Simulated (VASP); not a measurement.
# GaN, optical spectrum of independent particles: which settings are enough?

GaN, F-43m (no. 216), 2 atoms in the cell. LDA, independent-particle dielectric function; PAW potentials Ga_d_GW, N_GW (LDA set). VASP 6.6.1.

Wanted: ε at zero frequency, electronic within 1 %; spectrum (imaginary part of ε) within 10 %.

POSCAR:
```
GaN
1.0
    0.0000000000      2.2535006075      2.2535006075
    2.2535006075      0.0000000000      2.2535006075
    2.2535006075      2.2535006075      0.0000000000
Ga N
1 1
Direct
    0.0000000000      0.0000000000      0.0000000000
    0.2500000000      0.2500000000      0.2500000000
```

The series start from Bands in all (NBANDS): 19; Plane-wave cutoff (eV): 470; Energy points: 2000; k mesh: 10 × 10 × 10; Precision mode: Accurate; Electronic algorithm: Normal. Each series keeps the choices made before it, and each single choice may use up half of a tolerance. Times cover all steps of a run.

## Bands in all (NBANDS)

| Bands in all (NBANDS) | ε at zero frequency, electronic | Spectrum (imaginary part of ε), largest deviation against the largest value | Time (s) |
|---|---|---|---|
| 12 | 5.653 | 21 % | 7.8 |
| 15 | 6.072 | 1.5 % | 8.3 |
| 19 | 6.145 | 1.3 % | 7.7 |
| 25 | 6.178 | 1 % | 8.2 |
| 33 | 6.201 | 1.2 % | 8.5 |
| 49 (reference) | 6.22 | 0 % | 9.2 |

Chosen: 33, the loosest value from which every tighter one stays within half of the tolerance.

## Plane-wave cutoff (eV)

| Plane-wave cutoff (eV) | ε at zero frequency, electronic | Spectrum (imaginary part of ε), largest deviation against the largest value | Time (s) |
|---|---|---|---|
| 260 | 7.105 | 70 % | 4.9 |
| 320 | 6.34 | 21 % | 6.8 |
| 380 | 6.252 | 8.1 % | 7.8 |
| 470 | 6.201 | 0.45 % | 8.5 |
| 570 (reference) | 6.201 | 0 % | 21 |

Chosen: 470.

## Energy points

| Energy points | ε at zero frequency, electronic | Spectrum (imaginary part of ε), largest deviation against the largest value | Time (s) |
|---|---|---|---|
| default | 6.202 | 3.9 % | 12 |
| 2000 | 6.201 | 0.28 % | 8.5 |
| 4000 (reference) | 6.201 | 0 % | 12 |

Chosen: default.

## k mesh

| k mesh | ε at zero frequency, electronic | Spectrum (imaginary part of ε), largest deviation against the largest value | Time (s) |
|---|---|---|---|
| 5 × 5 × 5 | 7.925 | 133 % | 7.9 |
| 6 × 6 × 6 | 7.021 | 74 % | 8.4 |
| 8 × 8 × 8 | 6.378 | 44 % | 9.7 |
| 10 × 10 × 10 | 6.202 | 35 % | 12 |
| 13 × 13 × 13 | 6.13 | 20 % | 12 |
| 17 × 17 × 17 | 6.112 | 18 % | 19 |
| 21 × 21 × 21 | 6.109 | 9.1 % | 25 |
| 25 × 25 × 25 (reference) | 6.108 | 0 % | 40 |

Chosen: 25 × 25 × 25; the next looser run is off by more than half of the tolerance, so convergence isn't shown beyond this value.

## Precision mode

| Precision mode | ε at zero frequency, electronic | Spectrum (imaginary part of ε), largest deviation against the largest value | Time (s) |
|---|---|---|---|
| Accurate | 6.108 | 0 % | 40 |
| Normal | 6.108 | 0.012 % | 33 |
| Single | 6.108 | 0.012 % | 32 |

Chosen: Single; it saves 7.8 s of 40, so Accurate would do nearly as well.

## Electronic algorithm

| Electronic algorithm | ε at zero frequency, electronic | Spectrum (imaginary part of ε), largest deviation against the largest value | Time (s) |
|---|---|---|---|
| Normal | 6.108 | 0 % | 32 |
| Fast | 6.108 | 0.046 % | 41 |
| Exact | 6.108 | 0.012 % | 266 |

Chosen: Normal; no other choice that stays within half of the tolerance saves 30 % of the time.

## All choices together

| Input | ε at zero frequency, electronic | Spectrum (imaginary part of ε), largest deviation against the largest value | Time (s) |
|---|---|---|---|
| all settings of the optics step left to the defaults, ground-state mesh (naive) | 5.967 | 21 % | 8.1 |
| chosen settings | 6.108 | 1.3 % | 32 |
| reference settings throughout | 6.126 | 0 % | 107 |

The chosen settings stay within the tolerance of the reference run, but the reference itself isn't shown to be converged in: k mesh.

## The input

INCAR.step1:
```
SYSTEM = GaN
  EDIFF = 1E-7
  ENCUT = 470
  GGA = CA
  ISMEAR = 0
  KPAR = 4
  LASPH = .True.
  LCHARG = .True.
  LWAVE = .False.
  PREC = Single
  SIGMA = 0.02
```

INCAR.step2:
```
SYSTEM = GaN
  ALGO = Normal
  CSHIFT = 0.1
  EDIFF = 1E-6
  ENCUT = 470
  GGA = CA
  ICHARG = 11
  ISMEAR = 0
  KPAR = 4
  LASPH = .True.
  LCHARG = .False.
  LOPTICS = .True.
  LWAVE = .False.
  NBANDS = 33
  PREC = Single
  SIGMA = 0.05
```

KPOINTS.step1:
```
k-points
0
Gamma
  10 10 10
```

KPOINTS.step2:
```
Automatic mesh
0
Gamma
  25 25 25
  0 0 0
```

Commands (each step's output is kept before the next begins):
```
cat potpaw_LDA.64/Ga_d_GW/POTCAR potpaw_LDA.64/N_GW/POTCAR > POTCAR
cp INCAR.step1 INCAR
cp KPOINTS.step1 KPOINTS
mpirun -np 4 vasp_std > vasp.out
cp INCAR.step2 INCAR
cp KPOINTS.step2 KPOINTS
mpirun -np 4 vasp_std > vasp.out
```

Limits: The pull between electron and hole is left out; the onset follows the functional's gap, which semilocal functionals usually make too small.

The chosen input took VASP 6.6.1 32 s on 4 cores (Intel Xeon Platinum 8488C (Sapphire Rapids)), a shared host.

## An input that fails: CSHIFT 1.5

It runs to its end, but against the unchanged starting input it is off by 6.1 % in the ε at zero frequency, electronic, 56 % in the spectrum (imaginary part of ε).

Changes against the starting input:
```
(step 2)
- CSHIFT = 0.1
+ CSHIFT = 1.5
```
